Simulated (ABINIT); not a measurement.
Input of an ABINIT 10.8.3 (patched build) run:

The input run.abi:

```
pp_dirpath "./"
pseudos "Pd.LDA_PW-JTH.xml"

acell 5.2603645593 5.2603645593 8.7473400302
rprim
     1.0000000000     0.0000000000     0.0000000000
    -0.5000000000     0.8660254038     0.0000000000
     0.0000000000     0.0000000000     1.0000000000
ntypat 1
znucl 46
natom 2
typat 1 1
xred
     0.3333333333     0.6666666667     0.2500000000
     0.6666666667     0.3333333333     0.7500000000
chkprim 0
chksymtnons 0
tolsym 1.0e-6

ecut 22.0
pawecutdg 44.0
pawovlp -1

kptopt 1
ngkpt 11 11 6
nshiftk 1
shiftk 0.0 0.0 0.0

ixc 7

nband 22
occopt 3
tsmear 0.05 eV

nstep 100
tolvrs 1.0e-9

iomode 3
prtwf 0
prtden 0
prteig 0
prtebands 0
enunit 2

ionmov 2
ntime 60
tolmxf 5.0e-5
optcell 2
dilatmx 1.08
ecutsm 0.5
```

Potentials or basis: JTH PAW LDA v2.0.

Command:

```bash
$ abinit run.abi > log 2>&1
```

Task: What does it give for the relaxed cell?

Result: a = 2.699 Å, b = 2.699 Å, c = 4.502 Å, α = 90.00°, β = 90.00°, γ = 120.00°.

Task: What does it give for the relaxed volume?

Result: 14.20 Å³/atom.

Task: What does it give for the band gap on the k mesh?

Result: None (metal or under the smearing width).

Final structure:
```
CELL_PARAMETERS angstrom
2.69868 0.00000 0.00000
-1.34934 2.33712 0.00000
0.00000 0.00000 4.50172
ATOMIC_POSITIONS crystal
Pd 0.33333 0.66667 0.25000
Pd 0.66667 0.33333 0.75000
```
